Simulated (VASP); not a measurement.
Input of a VASP 6.6.1 run:

File INCAR:

```
SYSTEM = AlN
ALGO = Normal
EDIFF = 1E-6
EDIFFG = -0.01
ENCUT = 600
GGA = PS
IBRION = 2
ISIF = 3
ISMEAR = 0
LASPH = .True.
LCHARG = .False.
LREAL = .False.
LWAVE = .False.
NELM = 80
NSW = 90
PREC = Accurate
SIGMA = 0.03
```

Contents of KPOINTS:

```
k-points
0
Gamma
  12 12 5
  0 0 0
```

File POSCAR:

```
AlN
1.0
    3.0972944900      0.0000000000      0.0000000000
   -1.5486472500      2.6823357100      0.0000000000
    0.0000000000      0.0000000000      5.0316425600
Al N
2 2
Direct
    0.3333333300      0.6666666700      0.0000000000
    0.6666666700      0.3333333300      0.5000000000
    0.3333333300      0.6666666700      0.3750000000
    0.6666666700      0.3333333300      0.8750000000
```

Potentials or basis: VASP PAW PBE potentials, release 64 (Al, N).

The run is started by

```bash
$ cat potpaw_PBE.64/Al/POTCAR potpaw_PBE.64/N/POTCAR > POTCAR
$ mpirun -np 1 vasp_std > vasp.out
```

Q: Estimate the space group after relaxing (to 0.05 Å).

A: P6_3mc (No. 186).

Q: What does it give for the relaxed volume?

A: 10.46 Å³/atom.

Q: What does it give for the relaxed cell?

A: a = 3.114 Å, b = 3.114 Å, c = 4.983 Å, α = 90.00°, β = 90.00°, γ = 120.00°.

Forces on the atoms (eV/Å):
```
Al   0.000  0.000 -0.008
Al   0.000  0.000 -0.008
N    0.000  0.000  0.008
N    0.000  0.000  0.008
```

Caveat: the PAW data sets were made with another functional, which shifts forces and pressure a little.
